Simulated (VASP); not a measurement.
# GaSe (P6_3/mmc) in VASP: notebook, part 2 of 2

VASP 6.6.1. Earlier steps stand in the parts before.

## 3. Dielectric tensor, LDA

INCAR reads:

```
SYSTEM = GaSe
ALGO     = Normal         ! electronic algorithm
EDIFF    = 1E-8           ! SCF threshold, eV
ENCUT    = 600            ! plane-wave cutoff, eV
ISIF     = 2              ! what is computed and relaxed
ISMEAR   = 0              ! smearing method
KPAR     = 2            
LASPH    = .TRUE.         ! aspherical terms in the spheres
LCHARG   = .FALSE.        ! write CHGCAR
LEPSILON = .TRUE.         ! dielectric tensor by DFPT
LREAL    = .FALSE.        ! projectors in reciprocal space
LWAVE    = .FALSE.        ! write WAVECAR
NELM     = 80             ! most SCF steps
PREC     = Accurate       ! precision mode
SIGMA    = 0.03           ! smearing width, eV
```

KPOINTS reads:

```
k-points
0
G
  12 12 3
  0 0 0
```

POSCAR reads:

```
GaSe                                    
1.0
    3.7143166549      0.0000000000      0.0000000000
   -1.8571583274      3.2166925808     -0.0000000000
    0.0000000000      0.0000000000     15.7566312971
  Ga              Se            
     4     4
Direct
     0.3333333332999970    0.6666666667000030    0.1736403079758950
     0.6666666667000030    0.3333333332999970    0.6736403079758950
     0.3333333332999970    0.6666666667000030    0.3263596920241050
     0.6666666667000030    0.3333333332999970    0.8263596920241050
     0.3333333332999970    0.6666666667000030    0.5996327716135156
     0.6666666667000030    0.3333333332999970    0.0996327716135156
     0.3333333332999970    0.6666666667000030    0.9003672283864844
     0.6666666667000030    0.3333333332999970    0.4003672283864844
```

Potentials or basis: VASP PAW LDA potentials, release 64 (Ga_d, Se).

On the command line:

```
$ cat potpaw_LDA.64/Ga_d/POTCAR potpaw_LDA.64/Se/POTCAR > POTCAR
$ mpirun -np 2 vasp_std > vasp.out
```

OUTCAR:

```text
SYSTEM = GaSe
   EDIFF = 1E-8
   ENCUT = 600
   ISIF = 2
   ISMEAR = 0
   LASPH = .TRUE.
   LEPSILON = .TRUE.
   LREAL = .FALSE.
   NELM = 80
   PREC = Accurate

 ion  position               nearest neighbor table
   1  0.333  0.667  0.174-   3 2.41   6 2.44   6 2.44   6 2.44
   2  0.667  0.333  0.674-   4 2.41   5 2.44   5 2.44   5 2.44
   3  0.333  0.667  0.326-   1 2.41   8 2.44   8 2.44   8 2.44
   4  0.667  0.333  0.826-   2 2.41   7 2.44   7 2.44   7 2.44
   5  0.333  0.667  0.600-   2 2.44   2 2.44   2 2.44
   6  0.667  0.333  0.100-   1 2.44   1 2.44   1 2.44
   7  0.333  0.667  0.900-   4 2.44   4 2.44   4 2.44
   8  0.667  0.333  0.400-   3 2.44   3 2.44   3 2.44

  LATTYP: Found a hexagonal cell.
 ALAT       =     3.7143166549
 C/A-ratio  =     4.2421346269

  Lattice vectors:

 A1 = (   3.7143166549,   0.0000000000,   0.0000000000)
 A2 = (  -1.8571583274,   3.2166925808,   0.0000000000)
 A3 = (   0.0000000000,   0.0000000000,  15.7566312971)

Analysis of symmetry for initial positions (statically):
=====================================================================
 Subroutine PRICEL returns:
 Original cell was already a primitive cell.

 Routine SETGRP: Setting up the symmetry group for a
 hexagonal supercell.

 Subroutine GETGRP returns: Found 24 space group operations
 (whereof 12 operations were pure point group operations)
 out of a pool of 24 trial point group operations.

The static configuration has the point symmetry D_3d.
 The point group associated with its full space group is D_6h.

Analysis of symmetry for dynamics (positions and initial velocities):
=====================================================================
 Subroutine PRICEL returns:
 Original cell was already a primitive cell.

 Routine SETGRP: Setting up the symmetry group for a
 hexagonal supercell.

 Subroutine GETGRP returns: Found 24 space group operations
 (whereof 12 operations were pure point group operations)
 out of a pool of 24 trial point group operations.

The dynamic configuration has the point symmetry D_3d.
 The point group associated with its full space group is D_6h.

 Subroutine INISYM returns: Found 24 space group operations
 (whereof 12 operations are pure point group operations),
 and found     1 'primitive' translations

----------------------------------------------------------------------------------------

                                     Primitive cell

  volume of cell :     188.2573

  direct lattice vectors                    reciprocal lattice vectors
     3.714316655  0.000000000  0.000000000     0.269228527  0.155439162  0.000000000
    -1.857158327  3.216692581  0.000000000     0.000000000  0.310878325  0.000000000
     0.000000000  0.000000000 15.756631297     0.000000000  0.000000000  0.063465342

  length of vectors
     3.714316655  3.714316655 15.756631297     0.310878325  0.310878325  0.063465342

  position of ions in fractional coordinates (direct lattice)
     0.333333333  0.666666667  0.173640308
     0.666666667  0.333333333  0.673640308
     0.333333333  0.666666667  0.326359692
     0.666666667  0.333333333  0.826359692
     0.333333333  0.666666667  0.599632772
     0.666666667  0.333333333  0.099632772
     0.333333333  0.666666667  0.900367228
     0.666666667  0.333333333  0.400367228

[... 1304 lines left out ...]
 -----------------------------------------------------------------------------------
     -0.00000      2.14446      2.73599         0.000000     -0.000000     -0.002908
      1.85716      1.07223     10.61430         0.000000     -0.000000     -0.002908
     -0.00000      2.14446      5.14233        -0.000000      0.000000      0.002908
      1.85716      1.07223     13.02064        -0.000000      0.000000      0.002908
     -0.00000      2.14446      9.44819         0.000000     -0.000000     -0.000853
      1.85716      1.07223      1.56988         0.000000      0.000000     -0.000853
     -0.00000      2.14446     14.18675        -0.000000     -0.000000      0.000853
      1.85716      1.07223      6.30844        -0.000000      0.000000      0.000853
 -----------------------------------------------------------------------------------
    total drift:                                0.000000     -0.000000      0.000000

  FREE ENERGIE OF THE ION-ELECTRON SYSTEM (eV)
  ---------------------------------------------------
  free  energy   TOTEN  =       -35.4071519237 eV

  energy  without entropy=      -35.4071519237  energy(sigma->0) =      -35.40715192

 HEAD OF MICROSCOPIC STATIC DIELECTRIC TENSOR (INDEPENDENT PARTICLE, excluding Hartree and local field effects)
 ------------------------------------------------------
           9.300300     0.000000     0.000000
           0.000000     9.300300     0.000000
           0.000000    -0.000000     9.706645
 ------------------------------------------------------

 Free energy of the ion-electron system (eV)
  ---------------------------------------------------
  ---------------------------------------------------
  free energy    TOTEN  =        -4.18958212 eV

  energy without entropy =       -4.18958212

------------------------ aborting loop because EDIFF is reached ----------------------------------------

--------------------------------------- Ionic step        2  -------------------------------------------

------------------------ aborting loop because EDIFF is reached ----------------------------------------

--------------------------------------- Ionic step        3  -------------------------------------------

 Free energy of the ion-electron system (eV)
  ---------------------------------------------------
  ---------------------------------------------------
  free energy    TOTEN  =        -3.56319094 eV

  energy without entropy =       -3.56319094

------------------------ aborting loop because EDIFF is reached ----------------------------------------

 PIEZOELECTRIC TENSOR FIELD DIRECTION 3  (e Angst)
 -----------------------------------------------------------------------------
    -0.00543  0.00000  0.00000           ( -0.00001 -0.00000  0.00000)
     0.00000 -0.00543  0.00000           ( -0.00000 -0.00001  0.00000)
    -0.00000  0.00000 -0.00736           (  0.00000  0.00000  0.00001)

 PIEZOELECTRIC TENSOR FIELD DIRECTION 3  (C/m^2)
 -----------------------------------------------------------------------------
    -0.00046  0.00000  0.00000
     0.00000 -0.00046  0.00000
    -0.00000  0.00000 -0.00063

 MACROSCOPIC STATIC DIELECTRIC TENSOR (including local field effects in DFT)
 ------------------------------------------------------
           8.538913     0.000000     0.000000
           0.000000     8.538913     0.000000
          -0.000000     0.000000     7.467272
 ------------------------------------------------------

 PIEZOELECTRIC TENSOR (including local field effects)  for field in x, y, z        (e  Angst)
          XX          YY          ZZ          XY          YZ          ZX
  --------------------------------------------------------------------------------
  x     0.00000     0.00000     0.00000     0.00000     0.00000     0.00000
  y     0.00000     0.00000     0.00000     0.00000     0.00000     0.00000
  z     0.00000     0.00000     0.00000     0.00000     0.00000     0.00000

 PIEZOELECTRIC TENSOR (including local field effects)  for field in x, y, z        (C/m^2)
          XX          YY          ZZ          XY          YZ          ZX
  --------------------------------------------------------------------------------
  x     0.00000     0.00000     0.00000     0.00000     0.00000     0.00000
  y     0.00000     0.00000     0.00000     0.00000     0.00000     0.00000
  z     0.00000     0.00000     0.00000     0.00000     0.00000     0.00000

 BORN EFFECTIVE CHARGES (including local field effects) (in |e|, cummulative output)
 ---------------------------------------------------------------------------------
 ion    1
    1     2.15301     0.00000     0.00000
    2     0.00000     2.15301     0.00000
    3    -0.00000     0.00000     0.91025
 ion    2
    1     2.15301     0.00000    -0.00000
    2     0.00000     2.15301     0.00000
    3     0.00000    -0.00000     0.91025
 ion    3
    1     2.15301     0.00000    -0.00000
    2     0.00000     2.15301     0.00000
    3    -0.00000    -0.00000     0.91025
 ion    4
    1     2.15301     0.00000     0.00000
    2     0.00000     2.15301    -0.00000
    3     0.00000     0.00000     0.91025
 ion    5
    1    -2.15301    -0.00000     0.00000
    2    -0.00000    -2.15301     0.00000
    3    -0.00000    -0.00000    -0.91025
 ion    6
    1    -2.15301    -0.00000     0.00000
    2    -0.00000    -2.15301     0.00000
    3     0.00000     0.00000    -0.91025
 ion    7
    1    -2.15301    -0.00000     0.00000
    2    -0.00000    -2.15301    -0.00000
    3     0.00000     0.00000    -0.91025
 ion    8
    1    -2.15301    -0.00000     0.00000
    2    -0.00000    -2.15301     0.00000
    3    -0.00000    -0.00000    -0.91025
```

It took 32 min on 2 MPI ranks of Intel Xeon 6975P-C (Granite Rapids), shared host; peak memory 1.8 GiB.

Results:

```
Band gap on the k mesh                  : 0.86 eV, direct
Electronic dielectric tensor (diagonal) : 8.54, 8.54, 7.47
Born charges (mean of the diagonal)     : Ga +1.74; Se -1.74 e
```

Electronic dielectric tensor:
```
8.54 0.00 0.00
0.00 8.54 0.00
0.00 0.00 7.47
```

Born effective charge tensors (e):
atom 1, Ga
```
2.15 0.00 0.00
0.00 2.15 0.00
0.00 0.00 0.91
```
atom 2, Ga
```
2.15 0.00 0.00
0.00 2.15 0.00
0.00 0.00 0.91
```
atom 3, Ga
```
2.15 0.00 0.00
0.00 2.15 0.00
0.00 0.00 0.91
```
atom 4, Ga
```
2.15 0.00 0.00
0.00 2.15 0.00
0.00 0.00 0.91
```
atom 5, Se
```
-2.15  0.00  0.00
 0.00 -2.15  0.00
 0.00  0.00 -0.91
```
atom 6, Se
```
-2.15  0.00  0.00
 0.00 -2.15  0.00
 0.00  0.00 -0.91
```
atom 7, Se
```
-2.15  0.00  0.00
 0.00 -2.15  0.00
 0.00  0.00 -0.91
```
atom 8, Se
```
-2.15  0.00  0.00
 0.00 -2.15  0.00
 0.00  0.00 -0.91
```

Caveat: an odd mesh through Γ misses points on the zone boundary, where band edges often lie.
